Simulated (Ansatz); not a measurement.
Ansatz input

```yaml
crystal:
  lattice:
    - [0.0, 2.271910874, 2.271910874]
    - [2.271910874, 0.0, 2.271910874]
    - [2.271910874, 2.271910874, 0.0]
  atoms:
    - { symbol: Cd, position: [0.0, 0.0, 0.0] }
hamiltonian:
  xc: rpbe
  pseudopotentials:
    kind: paw
    azcp:
      Cd: "pseudopotentials/Cd.paw.azcp"
basis:
  ecutwfc: 420
  fft_grid_basis: typed
kpoints:
  mp_grid: { grid: [13, 13, 13], shift: [0, 0, 0] }
magnetization:
  spin_polarized: false
scf:
  occupations: { method: fermi_dirac, width: 0.1 }
  lower_state_search: "off"
output:
  stress: true
  write_density: true
  write_potential: true
  elf: true
  volumetric_format: npy
```

Terminal output

```
Engine: ansatz 0.2.0, x86_64-unknown-linux-gnu
Pseudopotentials: kind: paw
Pseudopotential: Cd, paw, valence charge 20, recommended cutoff 420 eV (normal) 
Functional definition: RPBE
  parameter kappa = 0.804
  parameter beta = 0.06672455060314922
  exchange = rpbe_x(kappa = kappa, mu = beta*pi^2/3)
  correlation = pbe_c(beta = beta)
Crystal: 1 atoms, lattice volume = 23.453 Å³
Basis set: ecut = 420 eV, 459 PW (Γ)
Bands: 14, of which v1, the nominal top of the filled ones, is band 10 counted from 1 (9 counted from 0)
Symmetry: 48 space group operations
Space group: Fm-3m (ITA 225), of the structure as read, at distance tolerance 2.9e-5 Å
k-points: 84 of 2197
Non-local potential: Cd, projectors of the file, l = 0: 3, l = 1: 2, l = 2: 2, l = 3: 1
PAW form: soft (Blöchl's): semilocal exchange-correlation on the pseudo side does not see the compensation charge
PAW frozen core: Cd, regenerated for the run's functional, and the local potential with it (the file was generated under x = pbe(κ = 0.804, μ = 0.2195149727645171), c = pbe(β = 0.06672455060314922))
PAW one-centre angular grid: Cd, 590 points (default); XC on 64 Gauss nodes
Initial density: superposition of atomic densities (neutral atoms: chi_scale 0, normalization atom), corrected by the library's trained network
Initial wavefunctions: pseudopotential atomic-orbital guess
Functional: x = rpbe, c = pbe(β = 0.06672455060314922)
SCF iter   1: F=—  HF=-8262.688862 eV  |F-HF|=—  |Δ(HF+E_count)|=         —  Δρ=3.83e-3  dr2=2.60e-3  ethr=1.77e-3  ⟨swp⟩=5.2  Hψ=5998  notcnv=0
SCF iter   2: F=—  HF=-8262.688248 eV  |F-HF|=—  |Δ(HF+E_count)|=   6.14e-4  Δρ=1.29e-3  dr2=2.86e-4  ethr=1.30e-5  ⟨swp⟩=2.2  Hψ=2574  notcnv=0
SCF iter   3: F=—  HF=-8262.688237 eV  |F-HF|=—  |Δ(HF+E_count)|=   1.05e-5  Δρ=3.36e-4  dr2=7.88e-6  ethr=1.43e-6  ⟨swp⟩=2.0  Hψ=1657  notcnv=0
SCF iter   4: F=—  HF=-8262.688255 eV  |F-HF|=—  |Δ(HF+E_count)|=   1.75e-5  Δρ=3.62e-5  dr2=1.68e-7  ethr=3.94e-8  ⟨swp⟩=2.0  Hψ=1936  notcnv=0
iter 5 did not close the SCF: its close was put off for the readings that it lacked (scf_convergence_deferred on its scf_iter line)
SCF iter   5: F=-8262.688255 eV  HF=-8262.688255 eV  |F-HF|=5.48e-10  |Δ(HF+E_count)|=   1.88e-7  Δρ=2.26e-6  dr2=9.18e-10  ethr=8.39e-10  ⟨swp⟩=2.0  Hψ=1681  notcnv=0
SCF iter   6: F=-8262.688255 eV  HF=-8262.688255 eV  |F-HF|=1.82e-12  |Δ(HF+E_count)|=  1.42e-10  Δρ=2.94e-7  dr2=1.34e-11  ethr=4.59e-12  ⟨swp⟩=3.5  Hψ=4946  notcnv=0
SCF 1 converged in 6 iterations: F = -8262.688255 eV  dr2 = 1.34e-11
SCF converged after 6 iterations
Free energy (F): -8262.688255 eV
Harris-Foulkes:  -8262.688255 eV  (|F-HF|=1.82e-12)
Internal energy: -8262.675801 eV  (E = F + TS)
E sigma→0 (E₀):  -8262.682028 eV
Entropy (-TS):   -0.012454 eV (-12.454 meV/atom)
Fermi energy:    13.292853 eV
--- Per-component energies (eV) ---
  E_band       = -418.141220
  E_kinetic    = 504.394771
  E_local      = -3055.553406  (includes V_loc(G=0)·N_el)
  E_nonlocal   = 31.122865
  E_hartree    = 1431.039315
  E_xc         = -177.100228
  E_vxc        = -221.654769  (∫ρ·V_xc dr)
  E_paw        = -4090.526002  (= ΣΔE_a)
  E_vpaw       = -538.529068  (= ΣTr[D̂ρ^β])
  E_aug_tail   = 0.000014  (compensation charges beyond the density's cutoff)
  E_ewald      = -2905.940950
  E_core_change = -0.112180  (= ΣΔE_core)
  E_smearing   = -0.012454  (= −TS)
  E_closure    = 0.000000  (closes the sum)
  Σ components = -8262.688255   (vs F -8262.688255, Δ=0.00e0)
--- Stress (GPa, compression-positive) ---
        1.323398       0.000000      -0.000000
        0.000000       1.323398      -0.000000
        0.000000       0.000000       1.323398
  P = ⅓ Tr σ = 1.3234 GPa (13.234 kbar)
--- Band table (eV; the first three rows and the last of 84) ---
  k-point 0: bands = ["-89.6123", "-50.6522", "-50.6522", "-50.6522", "4.2918", "4.2918", "4.2918", "4.6758", "4.6758", "5.0361", "26.2667", "27.3521", "27.3521", "27.3521"]
  k-point 1: bands = ["-89.6122", "-50.6537", "-50.6525", "-50.6525", "4.2787", "4.3127", "4.3127", "4.6711", "4.6711", "5.1824", "25.3396", "26.5662", "27.1535", "27.1535"]
  k-point 2: bands = ["-89.6119", "-50.6576", "-50.6532", "-50.6532", "4.2253", "4.3579", "4.3579", "4.6726", "4.6726", "5.6412", "22.6491", "26.5170", "26.7085", "26.7085"]
  k-point 83: bands = ["-89.6100", "-50.6701", "-50.6681", "-50.6619", "4.1132", "4.2351", "4.3854", "4.7411", "5.0626", "13.9966", "15.7488", "15.7829", "17.3342", "29.5627"]
```

Launched by

```sh
ansatz run input.yaml --threads 2 --pin off --max-ram 5120MiB --backend cpu --events-out ev --progress --plain --runs-dir out
```

On 2 threads of AMD EPYC 9R14 (Zen 4) (shared host) this took about 0.88 s of wall time and 1.3 s of CPU time.
